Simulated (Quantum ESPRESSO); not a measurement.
**BaTiO3: dielectric tensor and Born charges under several settings**

```
Ba Ti O
1.0
     3.99980    0.00000    0.00000
     0.00000    3.99980    0.00000
     0.00000    0.00000    4.01800
Ba Ti O
1 1 3
Direct
  0.00000 0.00000 0.00000
  0.50000 0.50000 0.49000
  0.00000 0.50000 0.51700
  0.50000 0.00000 0.51700
  0.50000 0.50000 0.01900
```

All runs used Quantum ESPRESSO 7.5; k mesh 6 × 6 × 6, shifted; given cell; no spin polarisation; cutoff 612 eV; occupations smeared at first, fixed for the response.

```tsv
level	potentials	pressure (GPa)	ε∞ (diagonal)	Born charge of atom 1 (e)
LDA	GBRV 1.5 LDA	-7.3	6.67, 6.67, 6.18	2.76
PBE	GBRV 1.5 PBE	3.4	6.56, 6.56, 6.09	2.78
PBEsol	GBRV 1.5 PBEsol	-2.8	6.64, 6.64, 6.17	2.78
WC	GBRV 1.5 PBE	?	?	?
BLYP	GBRV 1.5 PBE	9.4	6.46, 6.46, 5.99	2.78
```

Q: What stands in the row left open?

A: Pressure -2.3 GPa; ε∞ 6.64, 6.64, 6.17; Born charge of atom 1 2.78 e.

Caveats: the cell is more than 3 GPa from zero pressure, which shifts response properties (some runs); the potentials were made for another functional, which shifts forces and pressure (some runs).

For the row left open. Caveat: the potentials were made for another functional, which shifts forces and pressure.
